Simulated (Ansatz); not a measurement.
The system is V.

```
V
1.0
    -1.51435    1.51435    1.51435
     1.51435   -1.51435    1.51435
     1.51435    1.51435   -1.51435
V
1
Direct
  0.00000 0.00000 0.00000
```

```yaml
Program: Ansatz 0.2.0
Task: relaxation of cell and atoms
Functional: PBEsol
Dispersion: D3(BJ)
Potentials_or_basis: Ansatz PAW
Cutoff: "420 eV (not typed: the program's choice for these potentials)"
k_mesh: 12 × 12 × 12
Occupations: fermi-dirac, width 0.05 eV
Spin: collinear spin, ferromagnetic start
Starting_moments: "[2.0] μB"
```

At the start: volume 13.89 Å³/atom.

Problem. Where does the relaxation end?

Solution. It ends after 5 steps and the volume is 12.37 Å³/atom (-11.0 %); space group Im-3m (No. 229, to 0.05 Å); moment 0.00 μB per cell.

Step by step:
```tsv
step	energy change (eV)	largest force (eV/Å)	volume (Å³)
1	0.0000	0.0000	13.89
2	-0.0989	0.0000	12.15
3	-0.1013	0.0000	12.40
4	-0.1013	0.0000	12.37
5	-0.1008	0.0000	12.37
```

Final structure:
```cif
data_structure
_symmetry_space_group_name_H-M 'P 1'
_symmetry_Int_Tables_number 1
_cell_length_a 2.5233
_cell_length_b 2.5233
_cell_length_c 2.5233
_cell_angle_alpha 109.471
_cell_angle_beta 109.471
_cell_angle_gamma 109.471
_cell_volume 12.37
loop_
_atom_site_label
_atom_site_type_symbol
_atom_site_fract_x
_atom_site_fract_y
_atom_site_fract_z
_atom_site_occupancy
V1 V 0.00000 0.00000 0.00000 1
```

Caveat: the plane-wave basis is chosen anew once the cell has moved, so the energies of steps on either side of that aren't comparable; the volume moved by -11 % from the deposited cell, more than functionals usually miss; pairwise dispersion overbinds metals, which lowers pressure and volume; the PAW data sets come from PBE, with cores solved anew for the run's functional, which leaves a small shift of forces and pressure; the starting moments weren't kept.
